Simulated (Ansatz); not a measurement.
Co:

```xyz
4
Lattice="2.4706 0.0000 0.0000 -1.2353 2.1396 0.0000 0.0000 0.0000 8.0882" Properties=species:S:1:pos:R:3 pbc="T T T"
Co    1.2353    0.7132    6.0662
Co    0.0000    0.0000    4.0441
Co    0.0000    1.4264    2.0221
Co    0.0000    0.0000    0.0000
```

Base run:

| Property | Result |
| --- | --- |
| Program | Ansatz 0.2.0 |
| Functional | PBEsol |
| Potentials or basis | Ansatz PAW |
| Cutoff | 420 eV (not typed: the program's choice for these potentials) |
| k mesh | 12 × 12 × 4 |
| Occupations | fermi-dirac, width 0.05 eV |
| Spin | collinear spin, ferromagnetic start |
| Starting moments | [2.0, 2.0, 2.0, 2.0] μB |

Its results: band gap on the k mesh none (metal or under the smearing width); pressure -5.7 GPa; net moment 6.59 μB per cell; site moments Co +1.72, +1.70 μB.

Question: The run is repeated on the same cell with these changes: functional from PBEsol to LDA. What comes out?

Answer: Band gap on the k mesh none (metal or under the smearing width); pressure -14.6 GPa; net moment 6.36 μB per cell; site moments Co +1.65, +1.63 μB.

LDA binds more tightly than PBEsol, so the same cell stands under less pressure.

Caveats: the PAW data sets come from PBE, with cores solved anew for the run's functional, which leaves a small shift of forces and pressure.
